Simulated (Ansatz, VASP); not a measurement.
**Br in VASP and in Ansatz**

```
CELL_PARAMETERS angstrom
-1.26050 1.68489 3.50495
1.26050 -1.68489 3.50495
1.26050 1.68489 -3.50495
ATOMIC_POSITIONS crystal
Br 0.00000 0.00000 0.00000
```

Change from the starting cell: volume scaled by 0.94.

Alike in both runs: task single point; functional PBE; k mesh 13 × 13 × 13; occupations fermi-dirac, width 0.05 eV; no spin polarisation.

|  | VASP | Ansatz |
| --- | --- | --- |
| version | VASP 6.6.1 | Ansatz 0.2.0 |
| potentials or method | VASP PAW PBE potentials, release 64 (Br) | Ansatz PAW |
| plane-wave cutoff (eV) | 520 | 420 |
| valence electrons in the cell | 7 | 7 |

```csv
,VASP,Ansatz,Ansatz less VASP
gap on the k mesh at the Fermi level (eV),none,none,-
pressure (GPa),3.5,3.5,-0.01
largest component of the traceless stress (GPa),3.24,3.22,-0.017
```

A gap of «none» marks a metal or a gap that the smearing closes.

Caveats: an odd number of electrons without spin polarisation forces a metal; a magnetic or distorted state may lie lower.
